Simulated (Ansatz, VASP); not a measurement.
**MgO in VASP and in Ansatz**

```
Mg O
1.0
     0.00000    2.13515    2.13515
     2.23123    0.00000    2.13515
     2.23123    2.13515    0.00000
Mg O
1 1
Cartesian
  0.0000 0.0000 0.0000
  2.2312 2.1351 2.1351
```

Change from the starting cell: strain +0.0450 x Voigt [1, 0, 0, 0, 0, 0], atoms carried along.

Alike in both runs: task single point; functional PBEsol; k mesh 10 × 10 × 10; occupations gaussian, width 0.05 eV; no spin polarisation.

|  | VASP | Ansatz |
| --- | --- | --- |
| version | VASP 6.6.1 | Ansatz 0.2.0 |
| potentials or method | VASP PAW PBE potentials, release 64 (Mg, O) | scalar-relativistic, plane waves, PAW |
| plane-wave cutoff (eV) | 520 | 420 |
| valence electrons in the cell | 8 | 16 |

```csv
,VASP,Ansatz,Ansatz less VASP
gap on the k mesh at the Fermi level (eV),3.79,3.79,+0.006
least direct gap on the mesh (eV),3.79,3.79,+0.006
pressure (GPa),-11.2,-10.6,+0.60
largest component of the traceless stress (GPa),3.14,3.15,+0.010
```

The two sets of potentials don't hold the same shells in valence.

Caveats: the PAW data sets were made with another functional, which shifts forces and pressure a little (VASP).
